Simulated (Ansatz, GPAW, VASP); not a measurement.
PbS: 3 runs at one level of theory

```xyz
2
Lattice="0.0000 2.9657 2.9657 2.9657 0.0000 2.9657 2.9657 2.9657 0.0000" Properties=species:S:1:pos:R:3 pbc="T T T"
Pb    0.0000    0.0000    0.0000
S     2.9657    2.9657    2.9657
```

Alike in all runs: task single point; functional PBE; k mesh 8 × 8 × 8; occupations gaussian, width 0.026 eV; no spin polarisation; no spin-orbit coupling. Pressure is positive in compression and, in plane waves, holds the error of the finite cutoff.

| program and potentials | plane-wave cutoff (eV) | notes | band gap (eV) | pressure (GPa) |
| --- | --- | --- | --- | --- |
| GPAW, GPAW PAW data sets (gpaw-data 1.2.1) | 600 | - | 0.31 | 2.00 |
| Ansatz, all-electron LAPW, scalar-relativistic | - | - | 0.36 | 2.24 |
| VASP, PBE PAW files Pb_d, S, 520 eV | 520 | - | 0.36 | 2.18 |

The band gap spans 0.31 (GPAW, GPAW PAW data sets (gpaw-data 1.2.1)) to 0.36 eV (VASP, PBE PAW files Pb_d, S, 520 eV), with all-electron results at 0.36. The pressure spans 2.00 (GPAW, GPAW PAW data sets (gpaw-data 1.2.1)) to 2.24 GPa (Ansatz, all-electron LAPW, scalar-relativistic), with all-electron results at 2.24. Spin-orbit coupling, left out here, moves the band edges of heavy atoms.

The functional is the same throughout but for its coding, so the spread measures potentials, basis and numerics; runs on potential files found faulty are left out.

All three runs give PbS a small gap and place the cell under compression. The VASP gap matches the all-electron value of 0.36 eV, while GPAW gives 0.31 eV, a difference that probably reflects the Pb data set. The gap is narrow because both edges lie at L and carry lead character: filled Pb 6s states mix with S 3p and push the valence maximum up, towards a conduction minimum built mainly from Pb 6p. The positive pressure fits the known tendency of PBE to overestimate the lattice constants of such solids. Since the gap of PbS closes under compression, relaxing the cell would probably widen it. Any closeness to the measured gap is likely to be a cancellation of errors, as semilocal functionals tend to make gaps too small, whereas omitting the spin-orbit splitting of Pb 6p leaves the conduction minimum too high. Agreement between the codes therefore supports the numerical treatment more than the predicted gap itself.
